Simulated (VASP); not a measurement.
Runs of VASP 6.6.1 on KI. Symmetry: Fm-3m, No. 225, cubic system. Conventional cell: a = 7.066 Å, b = 7.066 Å, c = 7.066 Å, α = 90.00°, β = 90.00°, γ = 90.00°. Around K (site symmetry m-3m) lie 6 I at 3.53 Å. I (site symmetry m-3m) is surrounded by 6 K at 3.53 Å. 

| level | potentials or basis | k mesh | cutoff (eV) | gap on the mesh (eV) | pressure (GPa) |
| --- | --- | --- | --- | --- | --- |
| PBEsol | VASP PAW PBE potentials, release 64 (K_sv, I) | 6 × 6 × 6 | 600 | 3.81 | -0.2 |
| PBEsol | VASP PAW PBE potentials, release 64 (K_pv, I) | 6 × 6 × 6 | 500 | 3.81 | -0.1 |
| r2SCAN | VASP PAW PBE potentials, release 64 (K_sv, I) | 6 × 6 × 6 | 520 | (a) | 0.1 |
| PBEsol | VASP PAW PBE potentials, release 64 (K_sv, I) | 8 × 8 × 8 | 520 | 3.81 | -0.3 |
| PBEsol | VASP PAW PBE potentials, release 64 (K_sv, I) | 6 × 6 × 6 | 700 | 3.81 | -0.2 |

Alike in all rows: task electric field gradients; no spin polarisation; cell as given; smearing fermi-dirac 0.02 eV.

Q: Estimate the missing entries.

A: (a) 4.61.

Caveats: the PAW data sets were made with another functional, which shifts forces and pressure a little; spin-orbit coupling is left out, which moves the levels of the heavy elements.

A k mesh can miss the band edges, and the runs leave out spin-orbit coupling on I.

The runs don't all hold the same shells in valence.

Runs at the PBE level aren't shown here.
